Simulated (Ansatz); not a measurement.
**From formation energies to a reaction energy: In6As**

Theory: DFT PBE, scalar-relativistic, plane waves, PAW (Ansatz). All cells share a 420 eV cutoff and Γ-centred k meshes spaced about 0.3 Å⁻¹ or finer (0.25 for metals, 2π included). No spin polarisation.

Energies over the elements count from the elements' standard structures at the same level, with no fitted energy shifts.

These are static total energies at zero pressure. The reference form of As is held partly by dispersion forces, which this level lacks.

A trial structure of In6As (reached from: CrF6 type (R-3); relaxed: space group R-3 (No. 148), a = 6.376 Å, c = 16.311 Å) has a formation energy of 0.014 eV/atom. At its composition the lowest mixture among the elements and 1 reference phase computed alike (others may be missing) consists of these:

```tsv
phase	source	ΔE_f (eV/atom)
In (solid)	element	-0.002
InAs (F-43m)	Materials Project	-0.244
```

The lowest database cell of In (-0.002) lies slightly below the reference, hence the non-zero entry.

Problem. Write the balanced decomposition and find its energy per atom, per formula unit and per mole of formula units.

Solution. Balancing In and As gives In6As → 5 In + InAs. The left side holds 7 atoms, and the products take 5/7 (In) and 2/7 (InAs) of them. The mixture therefore lies at 5/7 × (-0.002) + 2/7 × (-0.244) = -0.071 eV/atom. The reaction energy is -0.071 − (0.014) = -0.085 eV/atom. Times 7 atoms that is -0.595 eV per In6As, and times 96.485 it is -57 kJ per mole of In6As. Decomposition is downhill, so the trial structure is unstable against this mixture.
